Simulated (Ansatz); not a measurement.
Crystal: As.

```xyz
4
Lattice="1.8250 -5.5000 0.0000 1.8250 5.5000 0.0000 0.0000 0.0000 4.4700" Properties=species:S:1:pos:R:3 pbc="T T T"
As    1.8250    1.2100    2.5032
As    1.8250   -4.2900    4.2018
As    1.8250   -1.2100    1.9668
As    1.8250    4.2900    0.2682
```

This isn't the form of As at room conditions, which is rhombohedral.

Base run:

| Item | Value |
| --- | --- |
| Program | Ansatz 0.2.0 |
| Functional | LDA |
| Potentials or basis | all-electron LAPW, scalar-relativistic |
| Cutoff | 275 eV |
| Density cutoff | 1101 eV |
| Basis error allowed | 0.002 eV/atom |
| k mesh | 8 × 8 × 6 |
| Occupations | fermi-dirac, width 0.05 eV |
| Spin | no spin polarisation |

Its results: pressure -1.9 GPa; largest force 0.192 eV/Å.

Problem. The run is repeated on the same cell with these changes: functional from LDA to PBEsol. What comes out?

Solution. Pressure -0.3 GPa; largest force 0.113 eV/Å.

PBEsol binds less tightly than LDA, so the same cell stands under more pressure.

Not every run made on this cell is shown here.
